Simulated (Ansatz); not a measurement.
# CsBr: the cell at several levels of theory

One table from this session's results is given with a row withheld; the runs are named, their logs left out.

The COD entry's cell or inner coordinates are ideal or old and differ from later refinements, so a difference from it is no clean test against experiment.

Code: Ansatz 0.2.0. PAW datasets, plane waves, zero pressure. The values are computed, spin-unpolarised, and not measurements.

## The cell

The symmetry is Pm-3m (No. 221, cubic); a = 4.286 Å in the conventional setting, 39.37 Å³ an atom. Around Cs lie 8 Br at 3.71 Å; around Br lie 8 Cs at 3.71 Å.

As a file:

Space group Pm-3m (No. 221). a = 4.286 Å, b = 4.286 Å, c = 4.286 Å, α = 90.00°, β = 90.00°, γ = 90.00°
```json
{"atom": "Cs", "site": "1a", "symmetry": "m-3m", "x": "0.0000", "y": "0.0000", "z": "0.0000"}
{"atom": "Br", "site": "1b", "symmetry": "m-3m", "x": "0.5000", "y": "0.5000", "z": "0.5000"}
```

Set-up of the first run:

File input.yaml:

```yaml
crystal:
  lattice:
    - [4.286, 0.0, 0.0]
    - [0.0, 4.286, 0.0]
    - [0.0, 0.0, 4.286]
  atoms:
    - { symbol: Cs, position: [0.0, 0.0, 0.0] }
    - { symbol: Br, position: [0.5, 0.5, 0.5] }
kpoints:
  mp_grid: { grid: [6, 6, 6] }
hamiltonian:
  xc: pbe
scf:
  occupations: { method: fermi_dirac, width: 0.02 }
relax:
  f_tol: 0.005
  cell: {}
output:
  write_density: true
  write_potential: true
  elf: true
  volumetric_format: npy
```

Command:

```
$ ansatz run input.yaml --threads 2 --pin off --max-ram 2211MiB --backend cpu --events-out ev --progress --plain --runs-dir out
```

Steps of the session up to this table: Relaxing with PBE; Relaxation with r2SCAN; Relaxation with PBEsol; Relaxing with LDA; HSE06: cell and atoms.

One table of the session follows, with a row left open; its other results are not shown here.

```
 level  a (Å)  volume (Å³/atom)
   PBE  4.389            42.282
r2SCAN      ?                 ?
PBEsol  4.246            38.278
   LDA  4.141            35.495
 HSE06  4.357            41.366
```

Estimate the missing values for r2SCAN.

The run gave: a (Å): 4.320; volume (Å³/atom): 40.299. In the column «a (Å)» it lies between PBEsol (4.246) and HSE06 (4.357).

What this shows: From the start to the first minimum the volume moved by +7.4 %. LDA gives the smallest cell and PBE the largest; they differ by 19.1 % in volume, a mean of 6.0 % in length. The meshes differ: PBE 6×6×6, r2SCAN 6×6×6, PBEsol 6×6×6, LDA 6×6×6, HSE06 4×4×4.
